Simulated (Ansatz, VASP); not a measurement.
## S: VASP beside Ansatz

```
CELL_PARAMETERS angstrom
0.00000 1.77176 1.77176
1.77176 0.00000 1.77176
1.77176 1.77176 0.00000
ATOMIC_POSITIONS crystal
S 0.00000 0.00000 0.00000
```

Alike in both runs: task relaxation of cell and atoms; functional PBE; k mesh 16 × 16 × 16; occupations fermi-dirac, width 0.03 eV; no spin polarisation.

|  | VASP | Ansatz |
| --- | --- | --- |
| version | VASP 6.6.1 | Ansatz 0.2.0 |
| potentials or method | VASP PAW PBE potentials, release 64 (S) | PAW with Ansatz's default frozen-core files, scalar-relativistic |
| plane-wave cutoff (eV) | 600 | 420 |
| valence electrons in the cell | 6 | 6 |

```tsv
	VASP	Ansatz	Ansatz less VASP
relaxed volume (Å³/atom)	15.83	15.86	+0.030
relaxed cell length with the largest relative difference (Å)	2.818	2.820	+0.0018
energy change over the relaxation (meV/atom)	-632	-642	-9.5
```

Caveats: the volume moved by over 15 % at a fixed basis, so the end points are rough (VASP).
